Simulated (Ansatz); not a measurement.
# TiPbO3: reading a single point

```
Pb Ti O
1.0
     4.01445    0.00000    0.00000
     0.00000    4.01445    0.00000
     0.00000    0.00000    8.02890
Pb Ti O
2 2 6
Direct
  0.00000 0.00000 0.00000
  0.00000 0.00000 0.50000
  0.50000 0.50000 0.25000
  0.50000 0.50000 0.75000
  0.00000 0.50000 0.25000
  0.00000 0.50000 0.75000
  0.50000 0.00000 0.25000
  0.50000 0.00000 0.75000
  0.50000 0.50000 0.00000
  0.50000 0.50000 0.50000
```

Method: r2SCAN, with U_eff = 2.41 eV on Ti d (all-electron-ortho-atomic projectors), no spin polarisation; PAW, plane waves to 500 eV, 6×6×3 Γ-centred mesh, cold occupations (width 0.0209 eV) (Ansatz 0.2.0), atoms fixed.

Question: What is the character of the valence top and the conduction bottom?

Answer: Within 0.7 eV of the edges, the states project mainly on O p (91 %) below the gap and on Ti d (91 %) above it.

Question: Describe some of the short contacts.

Answer: Ti–O at 2.01 Å: least valence density 0.62 e/Å³ and ELF 0.20 there. Pb–O at 2.84 Å: least valence density 0.16 e/Å³ and ELF 0.09 there, a closed-shell (ionic or weak) contact. Both are smooth PAW fields, read partly inside the augmentation spheres.

Question: Which element gives electrons and which takes them?

Answer: Bader charges in e: Ti +2.42, Pb +1.44, O -1.29. In the mean Ti gives up most and O takes most.

Question: Is the cell too large or too small?

Answer: The pressure is -9.4 GPa (compression positive), so with the atoms held at these fractions the cell would first shrink.

Question: Are the atoms at rest?

Answer: The forces vanish by the symmetry of the sites.

Question: What is the band gap?

Answer: The gap is 2.28 eV, direct at the points sampled. A semilocal functional usually gives too small a gap.

Origin: a database entry at a rescaled volume. Caveats: no spin-orbit coupling, which can shift this gap by tenths of an eV.
